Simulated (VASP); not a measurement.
# SrCl2: cell size and functional, part 2 of 2

Aim: relax SrCl2 at several levels of theory and compare the cells. The starting structure is a measured crystal structure from the Crystallography Open Database. The first relaxation on each setting starts from this cell expanded by 3 % in volume.

VASP 6.6.1.

Results so far: PBEsol 27.55 Å³ an atom; LDA 26.28 Å³ an atom; PBE 29.12 Å³ an atom; PBEsol + D3(BJ) 26.63 Å³ an atom.

### 6. Relaxation with r2SCAN

Level of this step: r2SCAN; plane waves and PAW (Sr_sv, Cl) (VASP).

r2SCAN adds the kinetic-energy density, costs more than a GGA and is run with LASPH. This run starts from the cell of an earlier relaxation, which isn't shown; the restart sets up the plane waves anew.

File INCAR:

```
SYSTEM = SrCl2
PREC = Accurate
ENCUT = 450
EDIFF = 1E-06
NELM = 100
ISMEAR = 0
SIGMA = 0.03
LREAL = .FALSE.
ALGO = Normal
METAGGA = R2SCAN
LASPH = .TRUE.
NBANDS = 18
LORBIT = 11
LWAVE = .FALSE.
LCHARG = .FALSE.
KPAR = 4
IBRION = 2
NSW = 50
ISIF = 3
EDIFFG = -0.006
```

File POSCAR:

```
SrCl2
1.0
    0.0000000000      3.4978802729      3.4978802729
    3.4978802729      0.0000000000      3.4978802729
    3.4978802729      3.4978802729      0.0000000000
Sr Cl
1 2
Direct
    0.0000000000      0.0000000000      0.0000000000
    0.7500000000      0.7500000000      0.7500000000
    0.2500000000      0.2500000000      0.2500000000
```

File KPOINTS:

```
Automatic mesh
0
Gamma
6 6 6
0 0 0
```

Potentials, in the order of the species: Sr_sv and Cl (PBE family, release 64).

Run with:

```
$ mpirun -np 4 vasp_std
```

The log of the run:

```text
[banner, memory and clock lines left out]
running    4 mpi-ranks, on    1 nodes
[...]
[... a notice as in an earlier step ...]

 LDA part: xc-table for (None), standard interpolation
 POSCAR, INCAR and KPOINTS ok, starting setup
[...]
entering main loop
       N       E                     dE             d eps       ncg     rms          rms(c)
DAV:   1     0.110132994706E+03    0.11013E+03   -0.10632E+04   576   0.108E+03
DAV:   2    -0.338710635246E+02   -0.14400E+03   -0.14103E+03   748   0.225E+02
DAV:   3    -0.422835917780E+02   -0.84125E+01   -0.83872E+01   758   0.562E+01
DAV:   4    -0.425592124462E+02   -0.27562E+00   -0.27496E+00   982   0.892E+00
[...]
DAV:  12    -0.356919271849E+02   -0.11500E-04   -0.81991E-06   866   0.195E-02    0.863E-03
DAV:  13    -0.356919321069E+02   -0.49220E-05   -0.47990E-06   652   0.148E-02    0.315E-03
DAV:  14    -0.356919320646E+02    0.42313E-07   -0.14328E-07   706   0.262E-03
   1 F= -.35691932E+02 E0= -.35691932E+02  d E =-.356919E+02
[...]
N       E                     dE             d eps       ncg     rms          rms(c)
DAV:   1    -0.356920598329E+02   -0.12773E-03   -0.31121E-03   706   0.376E-01    0.831E-02
DAV:   2    -0.356919634275E+02    0.96405E-04   -0.24352E-04   812   0.933E-02    0.321E-02
DAV:   3    -0.356919375368E+02    0.25891E-04   -0.71842E-05   944   0.477E-02    0.152E-02
DAV:   4    -0.356919393381E+02   -0.18013E-05   -0.23352E-06   894   0.105E-02    0.912E-03
DAV:   5    -0.356919420423E+02   -0.27042E-05   -0.34805E-06   862   0.895E-03    0.370E-03
DAV:   6    -0.356919426066E+02   -0.56427E-06   -0.10834E-07   336   0.261E-03
   2 F= -.35691943E+02 E0= -.35691943E+02  d E =-.105420E-04
 trial-energy change:   -0.000011  1 .order   -0.000011   -0.000022    0.000000
 step:   0.9827(harm=  0.9827)  dis= 0.00000  next Energy=   -35.691943 (dE=-0.108E-04)
 reached required accuracy - stopping structural energy minimisation
```

Run time: 65 s. Hardware: 4 MPI ranks of AMD EPYC 7R43, shared host; peak memory 0.76 GiB; 4 min of CPU time.

OUTCAR, selected parts (step 6):

```text
  Total        0.0003753      0.0003753      0.0003753      0.0000000      0.0000000     -0.0000000
  in kB        0.0070330      0.0070330      0.0070330      0.0000000      0.0000000     -0.0000000
  external PRESSURE =       0.0070330 kB  Pullay stress =       0.0000000 kB

 POSITION                                       TOTAL-FORCE (eV/Angst)
 -----------------------------------------------------------------------------------
      3.49668      6.99336      3.49668         0.000000      0.000000      0.000000
      5.24502      5.24502      5.24502         0.000000      0.000000      0.000000
      1.74834      1.74834      1.74834        -0.000000     -0.000000     -0.000000
 -----------------------------------------------------------------------------------
    total drift:                                0.000000      0.000000      0.000000

  FREE ENERGIE OF THE ION-ELECTRON SYSTEM (eV)
  ---------------------------------------------------
  free  energy   TOTEN  =       -35.6919426066 eV

  energy  without entropy=      -35.6919426066  energy(sigma->0) =      -35.69194261

[... 2 parts as in an earlier step ...]

[... 2 further parts left out ...]
[key lines of the parts left out:]
E-fermi :  -0.0179
```

With r2SCAN the relaxed cell holds 28.502 Å³ an atom, +0.72 % against the measured cell, with a = 6.993 Å. That is +3.45 % from PBEsol.

### 7. Relaxation with r2SCAN + rVV10

rVV10 adds a nonlocal correlation energy for dispersion. This run starts from the cell of an earlier relaxation, which isn't shown; the restart sets up the plane waves anew.

INCAR: that of step 6 with these lines changed.

```diff
@@ -10,2 +10,6 @@
 METAGGA = R2SCAN
+LUSE_VDW = .TRUE.
+IVDW_NL = 2
+BPARAM = 11.95
+CPARAM = 0.0093
 LASPH = .TRUE.
```

File POSCAR:

```
SrCl2
1.0
    0.0000000000      3.4782473479      3.4782473479
    3.4782473479      0.0000000000      3.4782473479
    3.4782473479      3.4782473479      0.0000000000
Sr Cl
1 2
Direct
    0.0000000000      0.0000000000      0.0000000000
    0.7500000000      0.7500000000      0.7500000000
    0.2500000000      0.2500000000      0.2500000000
```

KPOINTS is that of step 6.

Run with:

```
$ mpirun -np 4 vasp_std
```

The log of the run:

```text
[banner, memory and clock lines left out]
running    4 mpi-ranks, on    1 nodes
[...]
|                                                                             |
|               ----> ADVICE to this user running VASP <----                  |
|                                                                             |
|     You have switched on vdW-DFT.                                           |
|     This routine was written and supplied by Jiri Klimes. We recommend      |
|     that you carefully read and cite the following publications:            |
|       J. Klimes, D.R. Bowler, A. Michelides                                 |
|          J. Phys.: Cond Matt. 22 022201 (2010)                              |
|       J. Klimes, D.R. Bowler, A. Michelides                                 |
|          Phys. Rev. B. 83, 195131 (2011)                                    |
|     and references therein.                                                 |
|                                                                             |

[...]
Total rVV10 correction in eV:      0.6506497    24.5489341
Total rVV10 correction in eV:      0.6506497    24.5489341
Total rVV10 correction in eV:      0.6506497    24.5489341
DAV:   5    -0.350355271181E+02   -0.34914E-05   -0.42589E-06   924   0.103E-02    0.428E-03
Total rVV10 correction in eV:      0.6506442    24.5489341
Total rVV10 correction in eV:      0.6506442    24.5489341
Total rVV10 correction in eV:      0.6506442    24.5489341
Total rVV10 correction in eV:      0.6506442    24.5489341
DAV:   6    -0.350355278323E+02   -0.71413E-06   -0.14622E-07   348   0.307E-03
Total rVV10 correction in eV:      0.6506391    24.5489341
Total rVV10 correction in eV:      0.6506391    24.5489341
Total rVV10 correction in eV:      0.6506391    24.5489341
Total rVV10 correction in eV:      0.6506391    24.5489341
Total rVV10 correction in eV:      0.6506415    24.5489341
Total rVV10 correction in eV:      0.6506415    24.5489341
Total rVV10 correction in eV:      0.6506415    24.5489341
Total rVV10 correction in eV:      0.6506415    24.5489341
   2 F= -.35035528E+02 E0= -.35035528E+02  d E =-.156358E-04
 trial-energy change:   -0.000016  1 .order   -0.000016   -0.000033    0.000001
 step:   0.9670(harm=  0.9670)  dis= 0.00000  next Energy=   -35.035528 (dE=-0.157E-04)
 reached required accuracy - stopping structural energy minimisation
```

It took 2.5 min on 4 MPI ranks; peak memory 1.5 GiB.

OUTCAR, selected parts (step 7):

```text
  Total        0.0008858      0.0008858      0.0008858      0.0000000      0.0000000      0.0000000
  in kB        0.0168832      0.0168832      0.0168832      0.0000000      0.0000000      0.0000000
  external PRESSURE =       0.0168832 kB  Pullay stress =       0.0000000 kB

 POSITION                                       TOTAL-FORCE (eV/Angst)
 -----------------------------------------------------------------------------------
      0.00000      3.47679      3.47679        -0.000000      0.000000      0.000000
      5.21519      5.21519      5.21519        -0.000000     -0.000000     -0.000000
      1.73840      1.73840      1.73840         0.000000      0.000000      0.000000
 -----------------------------------------------------------------------------------
    total drift:                               -0.000000     -0.000000      0.000000

  FREE ENERGIE OF THE ION-ELECTRON SYSTEM (eV)
  ---------------------------------------------------
  free  energy   TOTEN  =       -35.0355278323 eV

  energy  without entropy=      -35.0355278323  energy(sigma->0) =      -35.03552783

[... 2 parts as in an earlier step ...]

[... 2 further parts left out ...]
[key lines of the parts left out:]
E-fermi :   0.0091
```

With r2SCAN + rVV10 the relaxed cell holds 28.019 Å³ an atom, -0.99 % against the measured cell, with a = 6.954 Å. That is +1.70 % from PBEsol.

### 8. The runs compared

| level | volume (Å³/atom) | against the measured cell (%) | a (Å) | pressure left (GPa) | core minutes |
| --- | --- | --- | --- | --- | --- |
| PBEsol | 27.551 | -2.64 | 6.9147 | -0.02 | 2.0 |
| LDA | 26.275 | -7.15 | 6.8063 | -0.01 | 1.88 |
| PBE | 29.12 | 2.9 | 7.0435 | 0.0 | 0.933 |
| PBEsol + D3(BJ) | 26.633 | -5.89 | 6.837 | -0.03 | 2.09 |
| r2SCAN | 28.502 | 0.72 | 6.9934 | 0.0 | 8.87 |
| r2SCAN + rVV10 | 28.019 | -0.99 | 6.9536 | 0.0 | 21.2 |

Core minutes are wall time times ranks, summed over the relaxations behind a row (those for a bulk modulus apart), on shared hosts.

### 9. Outcome

- volume, PBEsol: 27.55 Å³/atom
- volume, LDA: 26.28 Å³/atom
- volume, PBE: 29.12 Å³/atom
- volume, PBEsol + D3(BJ): 26.63 Å³/atom
- volume, r2SCAN: 28.50 Å³/atom
- volume, r2SCAN + rVV10: 28.02 Å³/atom

**Reading.** Across 6 levels the volume of SrCl2 spans 10.8 %, from 26.28 Å³ an atom (LDA) to 29.12 Å³ (PBE). Against the measured volume of the starting structure, r2SCAN comes nearest (+0.7 %) and LDA lies farthest (-7.2 %). The measured cell holds zero-point expansion and, unless it was taken cold, thermal expansion, which the runs lack, so small differences decide nothing. Adding D3(BJ) to PBEsol changes the volume by -3.3 %. Adding rVV10 to r2SCAN changes the volume by -1.7 %. LASPH is on in some of these runs and off in others, which adds a little to the differences. All runs keep the symmetry of the start, so they can't find a distortion of lower symmetry. Further runs on this material are not shown.

[Lines on the potential files, build, host, timing and source positions are cut from VASP's logs without a mark.]

[Logs are printed without paths, hosts, clocks, repeated set-up lines and the standing remarks that a program may print on its own settings, such as how far it seeks lower states.]

[Hosts, paths, dates, database ids (printed as entryN), source tags and the programs' standing remarks are cut or masked in the printed files.]
